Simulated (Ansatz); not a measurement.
Mg: frozen-core PAW against all-electron methods

```
Mg
1.0
     0.00000    2.26120    2.26120
     2.26120    0.00000    2.26120
     2.26120    2.26120    0.00000
Mg
1
Direct
  0.00000 0.00000 0.00000
```

The conventional cell has a = 4.522 Å, b = 4.522 Å, c = 4.522 Å, α = 90.00°, β = 90.00°, γ = 90.00°. Around Mg (atom 1) lie 12 Mg at 3.20 Å.

The cell was built from the fcc type and relaxed in the same program, and has space group Fm-3m; it needn't be a known or the stable phase.

Methods: DFT, PBE, PAW with Ansatz's default frozen-core files, scalar-relativistic (Ansatz 0.2.0); DFT, PBE, all-electron PAW with datasets made for the crystal, scalar-relativistic (Ansatz 0.2.0); DFT, PBE, all-electron LAPW, scalar-relativistic (Ansatz 0.2.0).

For PAW: a Γ-centred 13×13×13 k mesh, Fermi–Dirac smearing of 0.08 eV, cutoff 420 eV, no spin polarisation. The crystal-made all-electron datasets (AE datasets) take a cutoff of 100 eV at this cell. LAPW targets a basis error of 0.25 meV/atom. The Ansatz runs share mesh, smearing and spin set-up. Plane-wave (PAW) pressures include the program's estimate of the Pulay term.

Stress and pressure are positive in compression.

Levels count from the Fermi level.

| quantity | PAW | AE datasets | LAPW |
| --- | --- | --- | --- |
| pressure (GPa) | 0.02 | 0.00 | 0.00 |
| highest filled level at Γ (eV) | -6.891 | -6.891 | -6.891 |
| lowest empty level at Γ (eV) | 12.296 | 12.310 | 12.309 |
| highest filled level at X (eV) | -0.214 | -0.214 | -0.214 |
| lowest empty level at X (eV) | 0.790 | 0.791 | 0.791 |
| lowest empty level at K (eV) | 0.613 | 0.613 | 0.613 |
